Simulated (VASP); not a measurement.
Ge, 2 atoms in the cell. The typed cell holds 2 atoms: a = 3.900 Å, b = 3.900 Å, c = 3.900 Å, α = 97.38°, β = 97.38°, γ = 138.01°. This isn't the form of Ge at room conditions, which is diamond. The cell isn't the ideal one: grid = ENCUT=900 k=13x13x13 ISMEAR=0 SIGMA=0.05 PREC=Accurate EDIFF=1e-08 LREAL=False ADDGRID=False LASPH=True; atoms moved at random, drawn with an rms of 0.1 Å.

```yaml
Program: VASP 6.6.1
Task: single point
Functional: PBE
Potentials_or_basis: VASP PAW PBE potentials, release 64 (Ge_d)
Cutoff: 900 eV
k_mesh: 13 × 13 × 13
Occupations: gaussian, width 0.05 eV
Spin: no spin polarisation
Further_INCAR_settings: ADDGRID = False; ALGO = Normal; EDIFF = 1e-08; NBANDS = 21
```

Potentials or basis: VASP PAW PBE potentials, release 64 (Ge_d).

The run is started by

```bash
$ cat potpaw_PBE.64/Ge_d/POTCAR > POTCAR
$ mpirun -np 1 vasp_std > vasp.out
```

Hardware: 1 thread of Intel(R) Xeon(R) 6975P-C (Granite Rapids), with other jobs on the host.

Estimate the wall time of this run.

It took 12 min on 1 thread of Intel(R) Xeon(R) 6975P-C (Granite Rapids), with other jobs on the host, peak memory 1.4 GiB. Counts: scf iterations 13, k points 1099.
